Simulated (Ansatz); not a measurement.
Relaxed Li₂O (anti-fluorite):

```
Li2O
1.0
    0.00000     2.28997     2.28997
    2.28997     0.00000     2.28997
    2.28997     2.28997     0.00000
O Li
1 2
Direct
  0.00000   0.00000   0.00000
  0.25000   0.25000   0.25000
  0.75000   0.75000   0.75000
```

Scan: atom 1 (O, nearest neighbour Li at 1.983 Å; its periodic images, 3.2 Å or more away, move with it) is displaced along Cartesian [111], direction (0.577, 0.577, 0.577) in Cartesian axes, by s. The other atoms stay.

All values below come from PBEsol (plane waves to 420 eV, PAW, scalar-relativistic; Ansatz, a first-principles code). k mesh 10×10×10 (Γ-centred), Fermi-Dirac smearing 0.05 eV. Stress and pressure are positive under compression. Left out: 2 of 11 points, with atoms too close for the PAW data. F∥ is the force on the atom along that direction. Li2O was relaxed with its symmetry unable to fall. 

```csv
s (Å),P (GPa),F∥ (eV/Å)
-0.472,(withheld),(withheld)
-0.354,7.7,2.803
-0.236,3.2,1.515
-0.118,0.8,0.664
0.000,0.0,0.000
0.118,0.8,-0.664
0.236,3.2,-1.515
0.354,7.7,-2.803
0.472,(withheld),(withheld)
```

Q: Some entries are withheld; supply them.

A: 
- -0.472, P (GPa): 14.8
- -0.472, F∥ (eV/Å): 4.929
- 0.472, P (GPa): 14.8
- 0.472, F∥ (eV/Å): -4.929

(For displaced atoms, the force is minus the slope of the energy, and its curvature is a force constant, which sets phonon frequencies.)
